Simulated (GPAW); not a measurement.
Crystal: As.

```xyz
2
Lattice="4.5664 0.0000 0.0000 -2.2832 3.9546 0.0000 0.0000 0.0000 2.8337" Properties=species:S:1:pos:R:3 pbc="T T T"
As    0.0000    2.6364    0.0000
As    2.2832    1.3182    0.0000
```

The cell was built by a generator and needn't be a form met in nature.

| Property | Result |
| --- | --- |
| Program | GPAW 26.7.0 |
| Task | relaxation of cell and atoms |
| Functional | revPBE |
| Dispersion | D3(BJ) |
| Potentials or basis | the program's PAW data sets (release 1.2.1) made for this functional |
| Cutoff | 600 eV |
| Basis | pw |
| k mesh | 6 × 6 × 8 |
| Occupations | fermi-dirac, width 0.05 eV |
| Spin | no spin polarisation |

At the start: pressure -3.7 GPa; volume 25.59 Å³/atom.

Problem. How do energy, volume and symmetry change on relaxing?

Solution. Over 6 steps the energy falls by 27.2 meV/atom and the volume is 23.84 Å³/atom (-6.8 %); space group P6/mmm (No. 191, to 0.05 Å).

Step by step:
```tsv
step	energy change (eV)	largest force (eV/Å)	pressure (GPa)	volume (Å³)
1	0.0000	0.0000	-3.68	51.17
2	-0.0180	0.0000	-3.16	50.53
3	-0.0482	0.0000	0.89	46.82
4	-0.0541	0.0000	-0.06	47.68
5	-0.0543	0.0000	-0.08	47.70
6	-0.0543	0.0000	-0.04	47.68
```

Final structure:
```yaml
crystal:
  lattice:
    - [4.49549, 0.00000, 0.00000]
    - [-2.24774, 3.89321, 0.00000]
    - [0.00000, 0.00000, 2.72424]
  atoms:
    - { symbol: As, position: [0.33333, 0.66667, 0.00000] }
    - { symbol: As, position: [0.66666, 0.33334, 0.00000] }
```

Caveat: later steps reuse the first step's grids; pairwise dispersion overbinds metals, which lowers pressure and volume.
